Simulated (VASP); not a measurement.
# SnO2 (Pnnm) in VASP: a series of runs

The runs below take SnO2 through evGW0 quasiparticle levels, dielectric tensor, G0W0 quasiparticle levels, with LDA.

Everything below comes from runs of VASP 6.6.1. Logs are shortened: lines on timing, memory, paths and dates and some standing lists are left out, and cuts for length are marked.

## Step 1: Starting point

The structure is orthorhombic, space group Pnnm (No. 58). Conventional cell: a = 4.788 Å, b = 4.867 Å, c = 3.241 Å, α = 90.00°, β = 90.00°, γ = 90.00°. Around Sn (site symmetry 2/m) lie 6 O at 2.09 to 2.10 Å. O (site symmetry m) is surrounded by 3 Sn at 2.09 to 2.10 Å.

The cell is a database's computed one.

## Step 2: EvGW0 quasiparticle levels, LDA

Contents of POSCAR:

```
SnO2
1.0
    4.7880040000      0.0000000000      0.0000000000
    0.0000000000      4.8665820000      0.0000000000
    0.0000000000      0.0000000000      3.2408980000
Sn O
2 4
Direct
    0.0000000000      0.0000000000      0.0000000000
    0.5000000000      0.5000000000      0.5000000000
    0.7081450000      0.6789580000      0.0000000000
    0.2081450000      0.8210420000      0.5000000000
    0.7918550000      0.1789580000      0.5000000000
    0.2918550000      0.3210420000      0.0000000000
```

Contents of INCAR.step1:

```
SYSTEM = SnO2
  ALGO = Normal
  EDIFF = 1E-8
  ENCUT = 500
  ISMEAR = 0
  KPAR = 4
  LASPH = .TRUE.
  LCHARG = .FALSE.
  LREAL = .FALSE.
  LWAVE = .TRUE.
  NELM = 100
  PREC = Accurate
  SIGMA = 0.01
```

Contents of INCAR.step2:

```
SYSTEM = SnO2
  ALGO = Exact
  EDIFF = 1E-8
  ENCUT = 500
  ISMEAR = 0
  ISTART = 1
  KPAR = 4
  LASPH = .TRUE.
  LCHARG = .FALSE.
  LOPTICS = .TRUE.
  LREAL = .FALSE.
  LWAVE = .TRUE.
  NBANDS = 341
  NELM = 1
  PREC = Accurate
  SIGMA = 0.01
```

Contents of INCAR.step3:

```
SYSTEM = SnO2
  ALGO = EVGW0
  EDIFF = 1E-8
  ENCUT = 500
  ENCUTGW = 150
  ISMEAR = 0
  ISTART = 1
  KPAR = 4
  LASPH = .TRUE.
  LCHARG = .FALSE.
  LREAL = .FALSE.
  LWAVE = .FALSE.
  NBANDS = 341
  NBANDSGW = 34
  NELMGW = 4
  NOMEGA = 50
  PREC = Accurate
  PRECFOCK = Fast
  SIGMA = 0.01
```

Contents of KPOINTS:

```
k-points
0
G
  2 2 4
  0 0 0
```

Potentials or basis: VASP PAW LDA potentials, release 64 (Sn_d_GW, O_GW).

Launch:

```
cat potpaw_LDA.64/Sn_d_GW/POTCAR potpaw_LDA.64/O_GW/POTCAR > POTCAR
cp INCAR.step1 INCAR
mpirun -np 4 vasp_std > vasp.out
cp INCAR.step2 INCAR
mpirun -np 4 vasp_std > vasp.out
cp INCAR.step3 INCAR
mpirun -np 4 vasp_std > vasp.out
```

OUTCAR:

```text
SYSTEM = SnO2
   EDIFF = 1E-8
   ENCUT = 500
   ENCUTGW = 150
   ISMEAR = 0
   ISTART = 1
   LASPH = .TRUE.
   LREAL = .FALSE.
   NELMGW = 4
   PREC = Accurate
   PRECFOCK = Fast

 ion  position               nearest neighbor table
   1  0.000  0.000  0.000-   4 2.09   5 2.09   4 2.09   5 2.09   3 2.10   6 2.10
   2  0.500  0.500  0.500-   3 2.09   6 2.09   3 2.09   6 2.09   5 2.10   4 2.10
   3  0.708  0.679  0.000-   2 2.09   2 2.09   1 2.10
   4  0.208  0.821  0.500-   1 2.09   1 2.09   2 2.10
   5  0.792  0.179  0.500-   1 2.09   1 2.09   2 2.10
   6  0.292  0.321  0.000-   2 2.09   2 2.09   1 2.10

  LATTYP: Found a simple orthorhombic cell.
 ALAT       =     3.2408980000
 B/A-ratio  =     1.4773695439
 C/A-ratio  =     1.5016152930

  Lattice vectors:

 A1 = (   0.0000000000,   0.0000000000,   3.2408980000)
 A2 = (   4.7880040000,   0.0000000000,   0.0000000000)
 A3 = (   0.0000000000,   4.8665820000,   0.0000000000)

Analysis of symmetry for initial positions (statically):
=====================================================================
 Subroutine PRICEL returns:
 Original cell was already a primitive cell.

 Routine SETGRP: Setting up the symmetry group for a
 simple orthorhombic supercell.

 Subroutine GETGRP returns: Found  8 space group operations
 (whereof  4 operations were pure point group operations)
 out of a pool of  8 trial point group operations.

The static configuration has the point symmetry C_2h.
 The point group associated with its full space group is D_2h.

Analysis of symmetry for dynamics (positions and initial velocities):
=====================================================================
 Subroutine PRICEL returns:
 Original cell was already a primitive cell.

 Routine SETGRP: Setting up the symmetry group for a
 simple orthorhombic supercell.

 Subroutine GETGRP returns: Found  8 space group operations
 (whereof  4 operations were pure point group operations)
 out of a pool of  8 trial point group operations.

The dynamic configuration has the point symmetry C_2h.
 The point group associated with its full space group is D_2h.

 Subroutine INISYM returns: Found  8 space group operations
 (whereof  4 operations are pure point group operations),
 and found     1 'primitive' translations

----------------------------------------------------------------------------------------

                                     Primitive cell

  volume of cell :      75.5169

  direct lattice vectors                    reciprocal lattice vectors
     4.788004000  0.000000000  0.000000000     0.208855298  0.000000000  0.000000000
     0.000000000  4.866582000  0.000000000     0.000000000  0.205483027  0.000000000
     0.000000000  0.000000000  3.240898000     0.000000000  0.000000000  0.308556456

  length of vectors
     4.788004000  4.866582000  3.240898000     0.208855298  0.205483027  0.308556456

  position of ions in fractional coordinates (direct lattice)
     0.000000000  0.000000000  0.000000000
     0.500000000  0.500000000  0.500000000
     0.708145000  0.678958000  0.000000000
     0.208145000  0.821042000  0.500000000
     0.791855000  0.178958000  0.500000000
     0.291855000  0.321042000  0.000000000

  ion indices of the primitive-cell ions
   primitive index   ion index
                 1           1
                 2           2
                 3           3
                 4           4
                 5           5
                 6           6

----------------------------------------------------------------------------------------

 KPOINTS: k-points

Automatic generation of k-mesh.
 Grid dimensions read from file:
 generate k-points for:    2    2    4

 Generating k-lattice:

  Cartesian coordinates                     Fractional coordinates (reciprocal lattice)
     0.104427649  0.000000000  0.000000000     0.500000000  0.000000000  0.000000000
     0.000000000  0.102741513  0.000000000     0.000000000  0.500000000  0.000000000
     0.000000000  0.000000000  0.077139114     0.000000000  0.000000000  0.250000000

  Length of vectors
     0.104427649  0.102741513  0.077139114

  Shift w.r.t. Gamma in fractional coordinates (k-lattice)
     0.000000000  0.000000000  0.000000000

 Subroutine IBZKPT returns following result:
 ===========================================

 Found     12 irreducible k-points:

 Following reciprocal coordinates:
            Coordinates               Weight
  0.000000  0.000000  0.000000      1.000000
  0.500000  0.000000  0.000000      1.000000
  0.000000  0.500000  0.000000      1.000000
  0.500000  0.500000  0.000000      1.000000
  0.000000  0.000000  0.250000      2.000000
  0.500000  0.000000  0.250000      2.000000
  0.000000  0.500000  0.250000      2.000000
  0.500000  0.500000  0.250000      2.000000
  0.000000  0.000000  0.500000      1.000000
  0.500000  0.000000  0.500000      1.000000
  0.000000  0.500000  0.500000      1.000000
  0.500000  0.500000  0.500000      1.000000
   k-points           NKPTS =     12   k-points in BZ     NKDIM =     16   number of bands    NBANDS=    341
   number of dos      NEDOS =    301   number of ions     NIONS =      6
   total plane-waves  NPLWV =  31104
   dimension x,y,z NGX =    36 NGY =   36 NGZ =   24
   dimension x,y,z NGXF=    72 NGYF=   72 NGZF=   48
   ions per type =               2   4
   NGX,Y,Z   is equivalent  to a cutoff of  12.50, 12.30, 12.31 a.u.
   NGXF,Y,Z  is equivalent  to a cutoff of  25.00, 24.60, 24.62 a.u.
 SYSTEM =  SnO2
   PREC   = accura    normal or accurate (medium, high low for compatibility)
   ISTART =      1    job   : 0-new  1-cont  2-samecut
   ICHARG =      0    charge: 1-file 2-atom 10-const
   ISPIN  =      1    spin polarized calculation?
   LNONCOLLINEAR =      F non collinear calculations
   LSORBIT =      F    spin-orbit coupling
   LASPH  =      T    aspherical Exc in radial PAW
   ENCUT  =  500.0 eV  36.75 Ry    6.06 a.u.   8.73  8.87  5.91*2*pi/ulx,y,z
   NELM   =     60;   NELMIN=  2; NELMDL=  0     # of ELM steps
   EDIFF  = 0.1E-07   stopping-criterion for ELM
   LREAL  =      F    real-space projection
   EDIFFG = 0.1E-06   stopping-criterion for IOM
   NSW    =      0    number of steps for IOM
   IBRION =     -1    ionic relax: 0-MD 1-quasi-New 2-CG
   NFREE  =      0    steps in history (QN), initial steepest desc. (CG)
   ISIF   =      0    stress and relaxation
   ISYM   =      3    0-nonsym 1-usesym 2-fastsym
   POTIM  = 0.5000    time-step for ionic-motion
   TEBEG  =    0.0;   TEEND  =   0.0 temperature during run
   PSTRESS=    0.0 pullay stress
   NELECT =      52.0000    total number of electrons
   NUPDOWN=      -1.0000    fix difference up-down
   EMIN   =  10.00;   EMAX   =-10.00  energy-range for DOS
   EFERMI =   0.00;   METHOD = LEGACY
   ISMEAR =     0;   SIGMA  =   0.01  broadening in eV -4-tet -1-fermi 0-gaus
   EFERMI_NEDOS =   21; number of points for ismear=-14 and -15
   IALGO  =     38    algorithm
   IMIX   =      4    mixing-type and parameters
     AMIX     =   0.40;   BMIX     =  1.00
     AMIX_MAG =   1.60;   BMIX_MAG =  1.00
  volume/ion in A,a.u.               =      12.59        84.94
  Fermi-wavevector in a.u.,A,eV,Ry     =   1.445644  2.731871 28.434627  2.089886
  Thomas-Fermi vector in A             =   2.563802
   LORBIT       =      0    0 simple, 1 ext, 2 COOP (PROOUT), +10 PAW based schemes
   GGA     = CA    functional components
   LHFCALC =     T    Hartree Fock is set to
   PRECFOCK=fast      Normal, Fast or Accurate (Low or Medium for compatibility)
   ENCUT4O =  -1.0   cutoff for four orbital integrals eV
   NKREDX  =     1    reduce k-point grid by
   NKREDY  =     1    reduce k-point grid by
   NKREDZ  =     1    reduce k-point grid by
   AEXX    =    1.0000 exact exchange contribution
   HFSCREEN=    0.0000 screening length (either q_TF or 0.3 A-1)
   HFSCREENC=   0.0000 screening length for correlation (either q_TF or 0.3 A-1)
   ENCUTFOCK=  -1.0 apply spherical cutoff to Coloumb kernel
   IVDW    =     0    specifies the selected vdW correction
   LEPSILON=     F    determine dielectric tensor
   LRPA    =     F    only Hartree local field effects (RPA)
   LRPAFORCE           =     F    calculate RPA forces
   ENCUTGW             = 150.0    cutoff for response function in eV
   ENCUTGWSOFT         = 120.0    soft cutoff for Coulomb kernel in GW response function in eV
   ENCUTLF             =  -1.0    cutoff for local field effects
   NELMGW              =     4    number of iterations in solving QP/BSE equation
   NELMHF              =     1    number of iterations in the inner HF iteration
   NKREDLFX            =     1    NKREDLFY  =   1   NKREDLFZ  =   1
 non-spin polarized calculation
 Gauss-broadening in eV      SIGMA  =   0.01
  energy-cutoff  :      500.00
  volume of cell :       75.52
 maximum number of plane-waves:      1936
 NGX is ok and might be reduce to    36
  NGX = 20; NGY = 24; NGZ = 14
   NGX = 17   NGY = 17   NGZ = 11
 maximum number of plane-waves:       332

 QP shifts <psi_nk| G(iteration)W_0 |psi_nk>: iteration 1
 for sc-GW calculations column KS-energies equals QP-energies in previous step
 and V_xc(KS)=  KS-energies - (<T + V_ion + V_H > + <T+V_H+V_ion>^1  + <V_x>^1)

 k-point   1 :       0.0000    0.0000    0.0000
  band No.  KS-energies  QP-energies   sigma(KS)   V_xc(KS)     V^pw_x(r,r')   Z            occupation Imag(sigma)

      1     -17.3985     -20.0352     -21.3071     -17.5629     -28.0673       0.7042       2.0000       0.5713
      2     -16.7800     -19.7423     -21.4328     -17.3897     -27.2561       0.7327       2.0000       0.4516
      3     -16.5738     -19.6181     -21.5010     -17.3362     -26.9211       0.7309       2.0000       0.2721
      4     -16.5581     -19.6787     -21.7398     -17.5134     -27.3736       0.7384       2.0000       0.4114
      5     -16.5543     -19.6751     -21.7441     -17.5156     -27.3751       0.7380       2.0000       0.4094
      6     -16.4695     -19.5207     -21.6729     -17.4913     -27.2248       0.7297       2.0000       0.3023
[... 444 lines left out ...]
     33      13.8647      15.1816     -14.7290     -16.5480      -9.0792       0.7240       0.0000      -0.2374
     34      13.8647      15.1816     -14.7290     -16.5480      -9.0792       0.7240       0.0000      -0.2374

 QP shifts <psi_nk| G(iteration)W_0 |psi_nk>: iteration 2

 k-point   1 :       0.0000    0.0000    0.0000
  band No. old QP-enery  QP-energies   sigma(KS)   T+V_ion+V_H  V^pw_x(r,r')   Z            occupation Imag(sigma)

      1     -20.0352     -20.7699     -21.2336       0.1643     -28.0673       0.7105       2.0000       0.6716
      2     -19.7423     -20.4928     -21.3801       0.6097     -27.2561       0.7300       2.0000       0.4847
      3     -19.6181     -20.4079     -21.4640       0.7624     -26.9211       0.7289       2.0000       0.2461
      4     -19.6787     -20.4284     -21.6598       0.9554     -27.3736       0.7309       2.0000       0.4176
      5     -19.6751     -20.4262     -21.6634       0.9613     -27.3751       0.7314       2.0000       0.4163
      6     -19.5207     -20.2886     -21.5958       1.0218     -27.2248       0.7290       2.0000       0.3011
[... 444 lines left out ...]
     33      15.1816      15.4160     -14.9042      30.4127      -9.0792       0.7170       0.0000      -0.2681
     34      15.1816      15.4160     -14.9042      30.4127      -9.0792       0.7170       0.0000      -0.2681

 QP shifts <psi_nk| G(iteration)W_0 |psi_nk>: iteration 3

 k-point   1 :       0.0000    0.0000    0.0000
  band No. old QP-enery  QP-energies   sigma(KS)   T+V_ion+V_H  V^pw_x(r,r')   Z            occupation Imag(sigma)

      1     -20.7699     -20.9665     -21.2101       0.1643     -28.0673       0.7126       2.0000       0.7003
      2     -20.4928     -20.6872     -21.3690       0.6097     -27.2561       0.7292       2.0000       0.4885
      3     -20.4079     -20.6123     -21.4511       0.7624     -26.9211       0.7278       2.0000       0.2358
      4     -20.4284     -20.6195     -21.6460       0.9554     -27.3736       0.7287       2.0000       0.4136
      5     -20.4262     -20.6177     -21.6497       0.9613     -27.3751       0.7303       2.0000       0.4124
      6     -20.2886     -20.4859     -21.5811       1.0218     -27.2248       0.7288       2.0000       0.2981
[... 444 lines left out ...]
     33      15.4160      15.4568     -14.9397      30.4127      -9.0792       0.7166       0.0000      -0.2763
     34      15.4160      15.4568     -14.9397      30.4127      -9.0792       0.7166       0.0000      -0.2763

 QP shifts <psi_nk| G(iteration)W_0 |psi_nk>: iteration 4

 k-point   1 :       0.0000    0.0000    0.0000
  band No. old QP-enery  QP-energies   sigma(KS)   T+V_ion+V_H  V^pw_x(r,r')   Z            occupation Imag(sigma)

      1     -20.9665     -21.0185     -21.2038       0.1643     -28.0673       0.7134       2.0000       0.7077
      2     -20.6872     -20.7380     -21.3665       0.6097     -27.2561       0.7295       2.0000       0.4889
      3     -20.6123     -20.6653     -21.4475       0.7624     -26.9211       0.7277       2.0000       0.2328
      4     -20.6186     -20.6697     -21.6442       0.9554     -27.3736       0.7286       2.0000       0.4115
      5     -20.6186     -20.6665     -21.6456       0.9613     -27.3751       0.7286       2.0000       0.4115
      6     -20.4859     -20.5370     -21.5778       1.0218     -27.2248       0.7284       2.0000       0.2968
[... 443 lines left out ...]
     32      15.3648      15.3720     -13.8274      29.2021      -8.1878       0.7246       0.0000      -0.2254
     33      15.4568      15.4633     -14.9468      30.4127      -9.0792       0.7167       0.0000      -0.2781
     34      15.4568      1
```

It took 16 min on 4 MPI ranks of Intel Xeon Platinum 8488C (Sapphire Rapids), shared host; peak memory 1.2 GiB.

What came out:

```yaml
Band_gap_on_the_k_mesh_mean-field_level: 0.69 eV, direct
Quasiparticle_gap: 2.05 eV
Least_direct_quasiparticle_gap: 2.05 eV
```

Quasiparticle gap after each update of the energies (eV): 1.76, 1.99, 2.04, 2.05

Caveat: the k mesh is coarse (spacing up to 0.66 Å⁻¹), so the values aren't converged; bands, screening cutoff and mesh are small and nothing is extrapolated, so the quasiparticle values aren't converged; spin-orbit coupling is left out, which moves the levels of the heavy elements.

[end of part 1 of 2]
